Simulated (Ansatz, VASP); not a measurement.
**GaAs: VASP beside Ansatz**

The input INCAR:

```
SYSTEM = GaAs
  PREC = Accurate
  ENCUT = 520
  EDIFF = 1E-6
  ISMEAR = -1
  SIGMA = 0.02
  LREAL = .FALSE.
  LASPH = .TRUE.
  NELM = 80
  ALGO = Normal
  ISIF = 2
  LWAVE = .FALSE.
  LCHARG = .FALSE.
  GGA = PE
  NBANDS = 16
```

KPOINTS

```
Automatic mesh
0
G
  8 8 8
  0 0 0
```

The input POSCAR:

```
GaAs
1.0
    0.0000000000      2.7554585631      2.8330850947
    2.7554585631      0.0000000000      2.8330850947
    2.7554585631      2.7554585631      0.0000000000
Ga As
1 1
Direct
    0.0000000000      0.0000000000      0.0000000000
    0.2500000000      0.2500000000      0.2500000000
```

Input for Ansatz:

```yaml
crystal:
  lattice:
    - [0.0, 2.7554585631, 2.8330850947]
    - [2.7554585631, 0.0, 2.8330850947]
    - [2.7554585631, 2.7554585631, 0.0]
  atoms:
    - { symbol: Ga, position: [0.0, 0.0, 0.0] }
    - { symbol: As, position: [0.25, 0.25, 0.25] }
kpoints:
  mp_grid: { grid: [8, 8, 8] }
  band_path:
    path:
      - [0.0, 0.0, 0.0]
      - [-0.5, -0.5, 0.0]
      - [-0.375, -0.375, 0.25]
      - [-0.375, 0.0, 0.375]
      - [0.0, 0.0, 0.5]
      - [-0.5, -0.25, 0.25]
    npoints: 1
hamiltonian:
  xc: pbe
scf:
  occupations: { method: fermi_dirac, width: 0.02 }
  n_extra_bands: 4
output:
  forces: true
  stress: true
  eigenvalues: true
```

Change from the starting cell: biaxial_xy strain -2.7%.

Alike in both runs: task single point; functional PBE; k mesh 8 × 8 × 8; occupations fermi-dirac, width 0.02 eV; no spin polarisation.

```csv
,VASP,Ansatz
version,VASP 6.6.1,Ansatz 0.2.0
potentials or method,"VASP PAW PBE potentials, release 64 (Ga_d, As)","plane waves, PAW"
plane-wave cutoff (eV),520,420
valence electrons in the cell,18,28
```

```tsv
	VASP	Ansatz	Ansatz less VASP
gap on the k mesh at the Fermi level (eV)	0.83	0.83	-0.007
pressure (GPa)	7.6	7.4	-0.21
largest component of the traceless stress (GPa)	1.16	1.17	+0.004
```

The two sets of potentials don't hold the same shells in valence.

A k mesh can miss the band edges.
